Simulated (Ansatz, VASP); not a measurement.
## One calculation of La, two programs

File INCAR:

```
  PREC = Accurate
  ENCUT = 520
  EDIFF = 1E-6
  ISMEAR = -1
  SIGMA = 0.1
  LREAL = False
  LASPH = True
  NELM = 80
  ALGO = Normal
  ISIF = 2
  LWAVE = False
  LCHARG = False
  GGA = RE
  NBANDS = 18
```

Contents of KPOINTS:

```
regular mesh
0
Gamma
  9 9 9
```

Contents of POSCAR:

```
La
1.0
    0.0000000000      3.2271429057      3.2271429057
    3.2271429057      0.0000000000      3.2271429057
    3.2271429057      3.2271429057      0.0000000000
La
2
Direct
    0.1250000000      0.1250000000      0.1250000000
    0.8750000000      0.8750000000      0.8750000000
```

Input for Ansatz:

```yaml
crystal:
  lattice:
    - [0.0, 3.2271429057, 3.2271429057]
    - [3.2271429057, 0.0, 3.2271429057]
    - [3.2271429057, 3.2271429057, 0.0]
  atoms:
    - { symbol: La, position: [0.125, 0.125, 0.125] }
    - { symbol: La, position: [0.875, 0.875, 0.875] }
hamiltonian:
  xc: revpbe
  pseudopotentials:
    kind: paw
    azcp:
      La: "pseudopotentials/La.paw.azcp"
basis:
  ecutwfc: 420
  fft_grid_basis: typed
kpoints:
  mp_grid: { grid: [9, 9, 9], shift: [0, 0, 0] }
magnetization:
  spin_polarized: false
scf:
  occupations: { method: fermi_dirac, width: 0.1 }
  lower_state_search: "off"
output:
  stress: true
```

Alike in both runs: task single point; functional revPBE; k mesh 9 × 9 × 9; occupations fermi-dirac, width 0.1 eV; no spin polarisation.

|  | VASP | Ansatz |
| --- | --- | --- |
| version | VASP 6.6.1 | Ansatz 0.2.0 |
| potentials or method | VASP PAW PBE potentials, release 64 (La) | plane waves (420 eV) with PAW, scalar-relativistic |
| plane-wave cutoff (eV) | 520 | 420 |
| valence electrons in the cell | 22 | 22 |

|  | VASP | Ansatz | Ansatz less VASP |
| --- | --- | --- | --- |
| pressure (GPa) | 7.0 | 7.2 | +0.15 |

The functional is the same, so the differences come from potentials, cutoffs and numerics.

Caveats: the PAW data sets were made with another functional, which shifts forces and pressure a little (VASP). Spin-orbit coupling is left out, which matters for the levels of La.
